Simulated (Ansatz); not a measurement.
# Cu: substituted relatives

An exercise on one series of results from a longer session: the logs are not shown, and one member is left open.

Method: DFT PBEsol, scalar-relativistic, plane waves, PAW, in Ansatz 0.2.0.

1 further run of the same task is left out (set aside as unsound or not needed).

## The system as given

Symmetry: I4/mmm, No. 139, tetragonal system. The conventional cell has a = 2.890 Å, b = 2.890 Å, c = 2.720 Å, α = 90.00°, β = 90.00°, γ = 90.00°. Cu (site symmetry 4/mmm) is surrounded by 10 Cu at 2.45 to 2.72 Å.

Coordinates:

```
Cu
1.0
    -1.44509    1.44509    1.36001
     1.44509   -1.44509    1.36001
     1.44509    1.44509   -1.36001
Cu
1
Cartesian
  0.0000 0.0000 0.0000
```

It goes back to an entry of the Materials Project, which need not be the stable form.

This cell was relaxed beforehand with the same method: volume 11.36 Å³/atom, gap on the mesh none (metal).

Set-up of the first run:

The input, input.yaml:

```yaml
crystal:
  lattice:
    - [-1.5400500338, 1.5400500338, 1.4493745225]
    - [1.5400500338, -1.5400500338, 1.4493745225]
    - [1.5400500338, 1.5400500338, -1.4493745225]
  atoms:
    - { symbol: Ag, position: [0.0, 0.0, 0.0] }
basis:
  ecutwfc: 420
kpoints:
  mp_grid: { grid: [8, 8, 8] }
hamiltonian:
  xc: pbesol
scf:
  occupations: { method: gaussian, width: 0.1 }
output:
  forces: true
  stress: true
  eigenvalues: true
```

Started as:

```sh
ansatz run input.yaml --threads 1 --pin off --max-ram 2560MiB --backend cpu --events-out ev --progress --plain --runs-dir out
```

Steps of the session up to this table: Probe: one point at the start (Ag); A loose first relaxation (Ag); Relaxing cell and atoms (Ag); Quick check of gap, pressure and forces (Ba); Rough relaxation on the coarse mesh (Ba); Relaxing cell and atoms (Ba).

One table of the session follows, with a row left open; its other results are not shown here.

Lengths are those of the vectors of the cell that was run:

| swap | volume (Å³/atom) | a (Å) | b (Å) | c (Å) | moment (μB/cell) |
| --- | --- | --- | --- | --- | --- |
| none | 11.36 | 2.455 | 2.455 | 2.455 | 0.00 |
| Cu → Co | 10.58 | 2.399 | 2.399 | 2.399 | 1.71 |
| Cu → Ni | ? | ? | ? | ? | ? |
| Cu → Ag | 16.80 | 2.802 | 2.802 | 2.802 | 0.00 |
| Cu → Ba | 58.06 | 4.225 | 4.225 | 4.225 | 0.00 |

**Question.** Estimate the row for Cu → Ni.

As computed: volume (Å³/atom): 10.49; a (Å): 2.399; b (Å): 2.399; c (Å): 2.399; moment (μB/cell): 0.58. In the column «volume (Å³/atom)» it is the lowest.

Lengths are those of the computed cell. Rows of earlier swaps come from the sessions before.
